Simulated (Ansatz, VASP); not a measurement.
**Two plane-wave programs on SiNi3**

```
CELL_PARAMETERS angstrom
3.46551 0.00000 0.00000
0.00000 3.46551 0.00000
0.00000 0.00000 3.46551
ATOMIC_POSITIONS crystal
Si 0.00000 0.00000 0.00000
Ni 0.00000 0.50000 0.50000
Ni 0.50000 0.50000 0.00000
Ni 0.50000 0.00000 0.50000
```

Alike in both runs: functional PBE; dispersion D3(BJ); k mesh 14 × 14 × 14; occupations gaussian, width 0.1 eV; no spin polarisation.

Ansatz relaxed the structure, and its values are those at the end. VASP's run is a single point on that final structure, the one shown.

|  | VASP | Ansatz |
| --- | --- | --- |
| version | VASP 6.6.1 | Ansatz 0.2.0 |
| potentials or method | VASP PAW PBE potentials, release 64 (Si, Ni) | scalar-relativistic, plane waves, PAW |
| plane-wave cutoff (eV) | 520 | 420 |
| valence electrons in the cell | 34 | 58 |

|  | VASP | Ansatz | Ansatz less VASP |
| --- | --- | --- | --- |
| gap on the k mesh at the Fermi level (eV) | none | none | - |
| pressure (GPa) | 0.0 | 0.0 | -0.05 |

A gap of «none» marks a metal or a gap that the smearing closes. The two sets of potentials don't hold the same shells in valence.

Caveats: pairwise dispersion overbinds metals, which lowers pressure and volume. Spin polarisation is off, so any magnetic state and its effect on volume and gap are missing.
